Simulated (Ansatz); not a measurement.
input.yaml

```yaml
crystal:
  lattice:
    - [-1.8010825, 1.8010825, 1.8010825]
    - [1.8010825, -1.8010825, 1.8010825]
    - [1.8010825, 1.8010825, -1.8010825]
  atoms:
    - { symbol: Li, position: [0.0, 0.0, 0.0] }
basis:
  ecutwfc: 500
kpoints:
  mp_grid: { grid: [16, 16, 16] }
hamiltonian:
  xc: r2scan
scf:
  occupations: { method: gaussian, width: 0.1 }
output:
  forces: true
  stress: true
  eigenvalues: true
  populations: true
```

Launched with
```bash
ansatz run input.yaml --threads 1 --pin off --max-ram 1331MiB --backend cpu --events-out ev --progress --plain --runs-dir out
```

These are results of Ansatz, DFT r2SCAN, scalar-relativistic, plane waves, PAW, not measurements.

Part of what the program printed, abridged:

```
Pseudopotentials: kind: paw
Pseudopotential: Li, paw, valence charge 3, recommended cutoff 500 eV (meta_gga)
Functional definition: r2SCAN
Crystal: 1 atom, lattice volume = 23.370 Å³
Basis set: ecut = 500 eV, 603 PW (Γ), exchange–correlation on 96×96×96 points (64 copies of the dense FFT grid, shifted against one another)
Bands: 6, of which v1, the nominal top of the filled ones, is band 2 counted from 1 (1 counted from 0)
Symmetry: 48 space group operations
Space group: Im-3m (ITA 229), of the structure as read, at distance tolerance 2.9e-5 Å
k-points: 145 of 4096
Initial density: superposition of atomic densities (neutral atoms: chi_scale 0, normalization atom), corrected by the library's trained network
Initial wavefunctions: pseudopotential atomic-orbital guess
Functional: x = r2scan, c = r2scan; τ floored in thin density (d = 2e-4 eV/Å³)
SCF iter   1: F=—  HF=-205.125750 eV  |F-HF|=—  |Δ(HF+E_count)|=         —  Δρ=2.10e-3  dr2=3.30e-4  dr2_τ=2.10e-4  ethr=1.77e-3  ⟨swp⟩=5.0  Hψ=7118  notcnv=0
SCF iter   2: F=—  HF=-205.125909 eV  |F-HF|=—  |Δ(HF+E_count)|=   1.59e-4  Δρ=9.74e-4  dr2=8.46e-5  dr2_τ=7.84e-6  ethr=1.10e-5  ⟨swp⟩=2.0  Hψ=2842  notcnv=0  defer=58
SCF iter   3: F=—  HF=-205.125938 eV  |F-HF|=—  |Δ(HF+E_count)|=   2.91e-5  Δρ=6.29e-5  dr2=5.57e-7  dr2_τ=1.76e-7  ethr=2.82e-6  ⟨swp⟩=2.0  Hψ=1030  notcnv=0  defer=58
SCF iter   4: F=-205.125941 eV  HF=-205.125941 eV  |F-HF|=8.71e-9  |Δ(HF+E_count)|=   2.34e-6  Δρ=9.20e-6  dr2=5.32e-9  dr2_τ=1.16e-9  ethr=1.86e-8  ⟨swp⟩=2.0  Hψ=1031  notcnv=0  defer=58
SCF iter   5: F=-205.125941 eV  HF=-205.125941 eV  |F-HF|=1.47e-9  |Δ(HF+E_count)|=   4.96e-9  Δρ=7.81e-7  dr2=7.41e-11  dr2_τ=1.10e-11  ethr=1.77e-10  ⟨swp⟩=2.0  Hψ=1034  notcnv=0  defer=58
SCF iter   6: F=-205.125941 eV  HF=-205.125941 eV  |F-HF|=2.96e-12  |Δ(HF+E_count)|=   1.36e-9  Δρ=1.55e-7  dr2=2.39e-12  dr2_τ=1.04e-13  ethr=2.47e-12  ⟨swp⟩=2.4  Hψ=3029  notcnv=0
SCF 1 converged in 6 iterations: F = -205.125941 eV  dr2 = 2.39e-12
SCF converged after 6 iterations
Free energy (F): -205.125941 eV
Harris-Foulkes:  -205.125941 eV  (|F-HF|=2.96e-12)
Internal energy: -205.123253 eV  (E = F + TS)
E sigma→0 (E₀):  -205.124597 eV
Entropy (-TS):   -0.002687 eV (-2.687 meV/atom)
Fermi energy:    0.633533 eV
--- Per-component energies (eV) ---
  E_band       = -96.186754
  E_kinetic    = 20.781200
  E_local      = -136.516378  (includes V_loc(G=0)·N_el)
  E_nonlocal   = -33.370119
  E_hartree    = 40.681274
  E_xc         = -9.425412
  E_vxc        = -13.439955  (∫ρ·V_xc dr)
  E_paw        = -21.808498  (= ΣΔE_a)
  E_vpaw       = -15.832332  (= ΣTr[D̂ρ^β])
  E_aug_tail   = -0.000101  (compensation charges beyond the density's cutoff)
  E_vtau       = 0.828366  (kinetic-family band-sum trace: ∫τ·v_τ [+ j·A + Jᵃ·Aᵃ] dr)
  E_ewald      = -65.465219
  E_smearing   = -0.002687  (= −TS)
--- Forces (eV/Å), atoms counted from 1 ---
  atom   1  Li     0.00000000     0.00000000     0.00000000
--- Stress (GPa, compression-positive) ---
       -1.160229       0.000000       0.000000
        0.000000      -1.160229       0.000000
        0.000000       0.000000      -1.160229
  P = ⅓ Tr σ = -1.1602 GPa (-11.602 kbar)
--- Band table (eV; the first three rows and the last of 145) ---
  k-point 0: bands = ["-47.7028", "-3.0751", "15.3728", "15.3728", "15.3728", "19.5112"]
  k-point 1: bands = ["-47.7024", "-2.9977", "14.8138", "14.9662", "15.2337", "18.5127"]
  k-point 2: bands = ["-47.7011", "-2.7654", "13.2457", "14.1340", "14.8410", "17.4109"]
  k-point 144: bands = ["-47.6831", "6.2286", "6.2286", "6.2286", "8.2363", "8.2363"]
--- Löwdin populations: 1 site ---
  site symbol q [e]
     0     Li      2.9179
  spilling = 0.027380 (of n_electrons = 3.000000)
```

The run converged.